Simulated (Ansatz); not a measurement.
**Al2Pt under changes of volume**

One of the cells (17.202 Å³/atom); the others are scaled copies at fixed shape and fractional positions:

```
Pt Al
1.0
     0.00000    2.95500    2.95500
     2.95500    0.00000    2.95500
     2.95500    2.95500    0.00000
Pt Al
1 2
Direct
  0.00000 0.00000 0.00000
  0.75000 0.75000 0.75000
  0.25000 0.25000 0.25000
```

```yaml
Program: Ansatz 0.2.0
Functional: r2SCAN
Potentials_or_basis: Ansatz PAW
Cutoff: "500 eV (not typed: the program's choice for these potentials)"
k_mesh: 8 × 8 × 8
Occupations: fermi-dirac, width 0.05 eV
Spin: no spin polarisation
```

| volume (Å³/atom) | energy over the lowest point (meV/atom) | pressure (GPa) |
| --- | --- | --- |
| 16.170 | ? | ? |
| 16.514 | 11.09 | 5.8 |
| 16.858 | 2.20 | 2.5 |
| 17.202 | 0.00 | -0.4 |
| 17.546 | 3.81 | -3.1 |
| 17.890 | 13.01 | -5.4 |
| 18.234 | 27.04 | -7.6 |

What does the run at 16.170 Å³/atom give?

Energy over the lowest point 27.44 meV/atom; pressure 9.5 GPa.

Worked out: A Birch-Murnaghan fit of order 3 (a polynomial in V^(-2/3)) to the other rows has its minimum at 17.15 Å³/atom with B0 = V·E''(V) = 142 GPa and B' = 4.4. It gives 27.45 meV/atom at 16.170 Å³/atom, against the run's 27.44, and -dE/dV = 9.5 GPa, against 9.5.

Energies are extrapolated to zero smearing.

Caveats: the PAW data sets come from PBE, with cores solved anew for the run's functional, which leaves a small shift of forces and pressure.
